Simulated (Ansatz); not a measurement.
A run of Ansatz 0.2.0:

input.yaml

```yaml
crystal:
  lattice:
    - [0.0, 3.06065, 3.06065]
    - [3.06065, 0.0, 3.06065]
    - [3.06065, 3.06065, 0.0]
  atoms:
    - { symbol: Pb, position: [0.0, 0.0, 0.0] }
    - { symbol: Se, position: [0.5, 0.5, 0.5] }
hamiltonian:
  xc: pbe
  pseudopotentials: { kind: paw }
kpoints:
  mp_grid: { grid: [8, 8, 8] }
scf:
  occupations: { method: fermi_dirac, width: 0.05 }
basis:
  ecutwfc: "800 eV"
output:
  forces: true
  stress: true
  eigenvalues: true
  write_density: true
  write_potential: true
  elf: true
  volumetric_format: npy
```

Potentials or basis: Ansatz PAW.

Run with:

```bash
$ ansatz run input.yaml --threads 2 --pin off --max-ram 5120MiB --backend cpu --events-out ev --progress --plain --runs-dir out
```

Hardware: 2 threads of Arm Neoverse V1, with other jobs on the host.

Task: How long does it take, and how much memory?

Result: Wall time 3 s on 2 threads of Arm Neoverse V1, on a shared host, peak memory 0.42 GiB. Counts: scf iterations 6, plane waves 2891, k points 29, bands 19.
